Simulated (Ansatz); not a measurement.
## What a change of settings does: Lu (simple hexagonal type)

First run: DFT, PBE, norm-conserving pseudopotentials, Ansatz's default files, scalar-relativistic (Ansatz 0.2.0).

Command: `ansatz run input.yaml --threads 1 --pin off --max-ram 2048MiB --backend cpu --events-out ev --progress --plain --runs-dir out` It took 9.8 s on 1 thread of Arm Neoverse V1, on a shared host, peak memory 0.34 GiB.

```yaml
crystal:
  lattice:
    - [2.4716153903, 0.0, 0.0]
    - [-1.2358076952, 2.1404817164, 0.0]
    - [0.0, 0.0, 2.3445527218]
  atoms:
    - { symbol: Lu, position: [0.0, 0.0, 0.0] }
kpoints:
  mp_grid: { grid: [13, 13, 12] }
scf:
  occupations: { method: fermi_dirac, width: 0.08 }
hamiltonian:
  xc: pbe
  pseudopotentials: { kind: nc }
output:
  forces: true
  stress: true
  eigenvalues: true
```

The cell comes from a relaxation on PAW files under the same functional, begun from a prototype that needn't be the stable phase.

This run: volume at 0.4 of the series' base cell.

It converges in 7 SCF iterations at a pressure of 176.3 GPa, cutoff 1361 eV.

The input is then changed:

```diff
 scf:
-  occupations: { method: fermi_dirac, width: 0.08 }
+  occupations: { method: tetrahedron }
+  n_extra_bands: 4
 hamiltonian:
```

**Question.** Predict the outcome of the changed run.

**Answer.** It converges in 7 SCF iterations, cutoff 1361 eV, free energy -9.3 meV/atom against the first run's. More than one line changes, and not each need have an effect.
